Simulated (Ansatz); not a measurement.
How AlAs answers to pressure

Space group F-43m (No. 216). a = 5.661 Å, b = 5.661 Å, c = 5.661 Å, α = 90.00°, β = 90.00°, γ = 90.00°
```tsv
atom	site	symmetry	x	y	z
Al	4a	-43m	0.0000	0.0000	0.0000
As	4c	-43m	0.2500	0.2500	0.2500
```

The runs use the primitive cell with vectors (0.000, 2.830, 2.830), (2.830, 0.000, 2.830), (2.830, 2.830, 0.000) Å, to which the k mesh refers.

It takes space group F-43m (No. 216, cubic). Conventional cell: a = 5.661 Å, b = 5.661 Å, c = 5.661 Å, α = 90.00°, β = 90.00°, γ = 90.00°. Al (site symmetry -43m) has 4 As at 2.45 Å as nearest neighbours. As (site symmetry -43m) has 4 Al at 2.45 Å as nearest neighbours.

The cell is COD entry 1540257, as deposited and not checked against the literature; nothing was relaxed.

Computed with Ansatz 0.2.0, DFT, PBE, all-electron LAPW, scalar-relativistic.

Settings: a Γ-centred 10×10×10 k mesh, Fermi–Dirac smearing of 0.05 eV, basis error target 0.5 meV/atom, no spin polarisation.

The cell is scaled evenly with fractional coordinates held. Semilocal gaps are too small, but their slopes carry over better.

```csv
V/V(cell),P (GPa),gap on the k mesh (eV)
0.9400,8.03,1.331
0.9405,7.98,1.332
0.9600,6.02,1.371
0.9800,4.21,1.408
0.9900,3.37,1.426
1.0000,2.57,1.444
1.0100,1.81,1.461
1.0200,1.09,1.477
1.0400,-0.25,1.509
```

(1) From the rows at 0.9900 and 1.0100, what is the bulk modulus at the cell's volume?

(2) What are the gap's volume deformation potential and pressure coefficient?

(3) Predict the row at V/V(cell) = 1.0600. How far is a linear estimate of P off?

## Answers

(1) B = −ΔP/Δln V = −[(1.81) − (3.37)]/0.02000 = 78.0 GPa. This is the modulus at 2.57 GPa, not at zero pressure.

(2) dEg/dln V = (1.461 − 1.426)/0.02000 = 1.75 eV, and dEg/dP = −(dEg/dln V)/B = -22 meV/GPa: pressure narrows the gap.

(3) P = -1.45 GPa, gap 1.538 eV. The linear estimate P(cell) − B ln(V/V(cell)) = -1.97 GPa misses by 0.52 GPa, since the modulus falls on expansion.
